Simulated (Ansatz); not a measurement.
**Y: from a trial structure to a relaxed crystal**

All numbers below come from Ansatz, DFT PBE, scalar-relativistic, plane waves, PAW.

Y was placed on the sites of a reported C cell (R-3m, No. 166), at a guessed volume.

Input of the last, converged step (default PAW datasets):

```yaml
crystal:
  lattice:
    - [1.7904612142, 1.033723264, 11.9127421847]
    - [-1.7904612142, 1.033723264, 11.9127421847]
    - [0.0, -2.0674465279, 11.9127421847]
  atoms:
    - { symbol: "Y", position: [0.0473467338, 0.0473467338, 0.0473467338] }
    - { symbol: "Y", position: [0.9526532662, 0.9526532662, 0.9526532662] }
    - { symbol: "Y", position: [0.2070978857, 0.2070978857, 0.2070978857] }
    - { symbol: "Y", position: [0.7929021143, 0.7929021143, 0.7929021143] }
basis:
  ecutwfc: 420
kpoints:
  mp_grid: { grid: [15, 15, 15] }
hamiltonian:
  xc: pbe
scf:
  occupations: { method: gaussian, width: 0.1 }
output:
  forces: true
  stress: true
  eigenvalues: true
relax:
  adjacent_minimum: "off"
  f_tol: 0.01
  max_steps: 80
  cell: { stress_tol: 0.05 }
```

It can be run as:

```bash
ansatz run input.yaml --threads 1 --pin off --backend cpu --events-out ev --progress --plain --runs-dir out  # memory cap (--max-ram) not shown
```

The program printed at the end:

```
SCF converged after 5 iterations
Free energy (F): -15394.337639 eV
Harris-Foulkes:  -15394.337639 eV  (|F-HF|=1.82e-12)
Internal energy: -15394.293988 eV  (E = F + TS)
E sigma→0 (E₀):  -15394.315814 eV
Entropy (-TS):   -0.043652 eV (-10.913 meV/atom)
Fermi energy:    9.192849 eV
--- Per-component energies (eV) ---
  E_band       = -493.022913
  E_kinetic    = 1218.283088
  E_local      = -2532.270422  (includes V_loc(G=0)·N_el)
  E_nonlocal   = 200.843930
  E_hartree    = 813.591165
  E_xc         = -691.508610
  E_vxc        = -793.852290  (∫ρ·V_xc dr)
  E_paw        = -11301.521882  (= ΣΔE_a)
  E_vpaw       = -213.209599  (= ΣTr[D̂ρ^β])
  E_aug_tail   = 0.000013  (compensation charges beyond the density's cutoff)
  E_ewald      = -3101.711268
  E_smearing   = -0.043652  (= −TS)
  E_closure    =  0.000000  (closes the sum)
  Σ components = -15394.337639   (vs F -15394.337639, Δ=0.00e0)
--- Forces (eV/Å), atoms counted from 1 ---
  atom   1  Y      0.00000000     0.00000000     0.00423621
  atom   2  Y      0.00000000     0.00000000    -0.00423621
  atom   3  Y      0.00000000     0.00000000     0.00394627
  atom   4  Y      0.00000000     0.00000000    -0.00394627
  max |Σ_I F_I| component: 1.16e-18 eV/Å
--- Stress (GPa, compression-positive) ---
       -0.003912       0.000000       0.000000
        0.000000      -0.003912       0.000000
        0.000000       0.000000       0.007048
  P = ⅓ Tr σ = -0.0003 GPa (-0.003 kbar)
--- Relaxed structure (2 steps of the walk, 2 accepted, 1 SCFs on fresh bases) ---
  F+E_penalty+E_count = -15394.33763939 eV   max|allowed force component| = 4.236e-3 eV/Å   (the final SCF, on the basis selected at the relaxed cell)
  cell:  # Å, volume = 132.5596 Å³
    - [1.790450, 1.033717, 11.937030]
    - [-1.790450, 1.033717, 11.937030]
    - [0.000000, -2.067433, 11.937030]
  atoms:
    - { symbol: Y, position: [0.047279, 0.047279, 0.047279] }
    - { symbol: Y, position: [0.952721, 0.952721, 0.952721] }
    - { symbol: Y, position: [0.207011, 0.207011, 0.207011] }
    - { symbol: Y, position: [0.792989, 0.792989, 0.792989] }
```

Absolute energies hang on the potentials; compare differences alone.

The result has space group R-3m (No. 166). Y on Wyckoff site c (2 atoms of the primitive cell) is coordinated by 10 Y at 3.39–3.58 Å; Y on Wyckoff site c (2 atoms of the primitive cell) has 12 Y at 3.51–3.58 Å.

It lies 0.09 eV/atom above the element's standard state at the same level.

The k mesh leaves about 4 meV/atom of noise in metals.

Symmetry constrained the relaxation, so the result can be a saddle point.